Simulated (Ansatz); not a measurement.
# Y

```xyz
1
Lattice="0.0000 2.5319 2.5319 2.5319 0.0000 2.5319 2.5319 2.5319 0.0000" Properties=species:S:1:pos:R:3 pbc="T T T"
Y     0.0000    0.0000    0.0000
```

The cell was built from the fcc type and relaxed in the same program, and has space group Fm-3m; it needn't be a known or the stable phase.

Spin polarisation is left out, and whether a magnetic state lies lower isn't shown here.

Level of theory: Ansatz 0.2.0, DFT, PBE, all-electron LAPW, scalar-relativistic.

Settings: a Γ-centred 12×12×12 k mesh, Fermi–Dirac smearing of 0.03 eV, basis error target 0.5 meV/atom, no spin polarisation.

```json
{
 "Volume per atom": "32.46 Å³",
 "Pressure at this cell": "-0.3 kbar"
}
```

Task: Give the computed value. Band gap.

Result: none: with an odd electron count and no spin polarisation the bands can't all be full, a metal in this set-up (spin order or a larger cell could open a gap).

Task: Predict this quantity. Density of states at the Fermi level (0.2 eV bin).

Result: 1.64 states/eV per cell.
